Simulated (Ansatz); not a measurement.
A run of Ansatz 0.2.0 is set up as follows.

input.yaml

```yaml
crystal:
  lattice:
    - [3.17, 0.0, 0.0]
    - [-1.585, 2.74530053, 0.0]
    - [0.0, 0.0, 3.533]
  atoms:
    - { symbol: Zr, position: [0.0, 0.0, 0.0] }
    - { symbol: B, position: [0.6666666667, 0.3333333333, 0.5] }
    - { symbol: B, position: [0.3333333333, 0.6666666667, 0.5] }
hamiltonian:
  xc: pbe
  pseudopotentials: { kind: paw }
kpoints:
  mp_grid: { grid: [10, 10, 8] }
scf:
  occupations: { method: gaussian, width: 0.021 }
output:
  forces: true
  stress: true
  eigenvalues: true
  write_density: true
  write_potential: true
  elf: true
  volumetric_format: npy
```

Potentials or basis: Ansatz PAW.

Launch:

```bash
$ ansatz run input.yaml --threads 2 --pin off --max-ram 5632MiB --backend cpu --events-out ev --progress --plain --runs-dir out
```

Question: What does it give for the pressure?

Answer: 0.8 GPa.

Question: Estimate the band gap on the k mesh.

Answer: None (metal or under the smearing width).

Stress tensor (GPa, compression positive):
```
0.39 0.00 0.00
0.00 0.39 0.00
0.00 0.00 1.58
```
